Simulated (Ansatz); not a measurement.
## AgI: pressure against volume

AgI, P6_3mc, a = 4.686 Å, c = 7.664 Å. The compound has several low-lying forms, and this is one of them. Ansatz: PBE, PAW, 420 eV, Γ-centred 6×6×4 mesh on 4 atoms, Gaussian smearing 0.02 eV; no spin polarisation. Shape and atoms are relaxed at each volume; pressure is positive in compression.

```tsv
V (Å³/atom)	P (GPa)
32.064	4.63
33.157	?
34.250	1.87
35.343	0.84
36.436	-0.01
37.529	-0.72
38.622	-1.30
40.080	-1.93
```

**Question.** Take V0 = 36.436 Å³/atom, count pressures from its P0 = -0.01 GPa, fit the third-order Birch–Murnaghan form to the other rows, and predict the missing pressure.

**Answer.** With the Eulerian strain f = ½[(V0/V)^(2/3) − 1] and y = (P − P0)/[3f(1 + 2f)^(5/2)], the form is the line y = B0 + 1.5 B0 (B0′ − 4) f. Rows (f, y): 0.04448, 28.10; 0.02105, 26.85; 0.01026, 26.25; -0.00976, 25.47; -0.01905, 24.87; -0.03078, 24.37. Means f = 0.002700, y = 25.985; Σ(Δf)² = 0.003889, ΣΔfΔy = 0.1910; the slope is their ratio. y = 25.85 + 49.11 f GPa, so B0 = 25.9 GPa and B0′ = 4 + 2 × (49.11)/(3 × 25.85) = 5.27. At V = 33.157, f = 0.03244, y = 27.443 and P = 3.12 GPa. The run gave 3.12 GPa, the same to the digits shown.